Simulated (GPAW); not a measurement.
GaP, 2 atoms in the cell. It takes space group F-43m (No. 216, cubic). Conventional cell: a = 5.451 Å, b = 5.451 Å, c = 5.451 Å, α = 90.00°, β = 90.00°, γ = 90.00°. Around Ga (site symmetry -43m) lie 4 P at 2.36 Å. P (site symmetry -43m) has 4 Ga at 2.36 Å as nearest neighbours. 

```yaml
Program: GPAW 26.7.0
Task: relaxation of cell and atoms
Functional: PBE
Potentials_or_basis: GPAW PAW data sets (gpaw-data 1.2.1)
Cutoff: 600 eV
Basis: pw
k_mesh: 8 × 8 × 8
Occupations: fermi-dirac, width 0.05 eV
Spin: no spin polarisation
Maxiter: 150
Optimizer: BFGS
Fmax: 0.02 eV/Å
Max_steps: 60
Convergence: density=1e-05 forces=0.0001
```

Potentials or basis: GPAW PAW data sets (gpaw-data 1.2.1), pw.

The run is started by

```bash
$ OMP_NUM_THREADS=1 python run.py
```

Hardware: 1 thread of Arm Neoverse V1, on a shared host.

Q: Estimate the wall time of this run.

A: Wall time 38 s on 1 thread of Arm Neoverse V1, with other jobs on the host, peak memory 0.18 GiB. Counts: scf iterations 37, plane waves 1365, bands 11, k points 29, ion steps 4.
